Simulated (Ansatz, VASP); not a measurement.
**One calculation of Cu, two programs**

```
Cu
1.0
     0.00000    1.81506    1.81506
     1.81506    0.00000    1.81506
     1.81506    1.81506    0.00000
Cu
1
Direct
  0.00000 0.00000 0.00000
```

Alike in both runs: functional PBE; k mesh 24 × 24 × 24; occupations gaussian, width 0.1 eV; no spin polarisation.

Ansatz relaxed the structure, and its values are those at the end. VASP's run is a single point on that final structure, the one shown.

|  | VASP | Ansatz |
| --- | --- | --- |
| version | VASP 6.6.1 | Ansatz 0.2.0 |
| potentials or method | VASP PAW PBE potentials, release 64 (Cu) | scalar-relativistic, plane waves, PAW |
| plane-wave cutoff (eV) | 520 | 420 |
| valence electrons in the cell | 11 | 19 |

VASP gave:

| Item | Value |
| --- | --- |
| gap on the k mesh at the Fermi level (eV) | none |
| pressure (GPa) | 0.5 |

Problem. Which values does Ansatz return?

Solution. gap on the k mesh at the Fermi level (eV): none; pressure (GPa): 0.0.

A gap of «none» marks a metal or a gap that the smearing closes. With one functional, cell and mesh, what is left measures potentials, basis and numerics. The two sets of potentials don't hold the same shells in valence.
